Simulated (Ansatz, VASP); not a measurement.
**ZnSe: VASP beside Ansatz**

File INCAR:

```
SYSTEM = ZnSe
ALGO = Normal
EDIFF = 1E-6
ENCUT = 520
GGA = CA
ISIF = 2
ISMEAR = -1
LASPH = .True.
LCHARG = .False.
LREAL = .False.
LWAVE = .False.
NBANDS = 16
NELM = 60
PREC = Accurate
SIGMA = 0.1
```

KPOINTS

```
k-points
0
Gamma
  13 13 13
  0 0 0
```

POSCAR

```
ZnSe
1.0
    0.0000000000      2.3363427728      2.3363427728
    2.3363427728      0.0000000000      2.3363427728
    2.3363427728      2.3363427728      0.0000000000
Zn Se
1 1
Direct
    0.0000000000      0.0000000000      0.0000000000
    0.5000000000      0.5000000000      0.5000000000
```

Input for Ansatz:

```yaml
crystal:
  lattice:
    - [0.0, 2.3363427728, 2.3363427728]
    - [2.3363427728, 0.0, 2.3363427728]
    - [2.3363427728, 2.3363427728, 0.0]
  atoms:
    - { symbol: Zn, position: [0.0, 0.0, 0.0] }
    - { symbol: Se, position: [0.5, 0.5, 0.5] }
kpoints:
  mp_grid: { grid: [13, 13, 13] }
scf:
  occupations: { method: fermi_dirac, width: 0.1 }
hamiltonian:
  xc: lda
  pseudopotentials: { kind: paw }
output:
  forces: true
  stress: true
  eigenvalues: true
  populations: true
  write_density: true
  write_potential: true
  elf: true
  volumetric_format: npy
```

Change from the starting cell: volume scaled by 0.72, PAW files.

Alike in both runs: task single point; functional LDA; k mesh 13 × 13 × 13; occupations fermi-dirac, width 0.1 eV; no spin polarisation.

|  | VASP | Ansatz |
| --- | --- | --- |
| version | VASP 6.6.1 | Ansatz 0.2.0 |
| potentials or method | VASP PAW LDA potentials, release 64 (Zn, Se) | PAW with Ansatz's default frozen-core files, scalar-relativistic |
| plane-wave cutoff (eV) | 520 | 420 |
| valence electrons in the cell | 18 | 28 |

Ansatz gave:

```
pressure (GPa) : 62.6
```

Question: Which values does VASP return?

Answer: Pressure (GPa): 64.4.

The two sets of potentials don't hold the same shells in valence.

Caveats: the cell as given lies far from equilibrium; so large a pressure means that the cell lies far from this level's equilibrium, or that cutoff or potentials fall short (VASP).
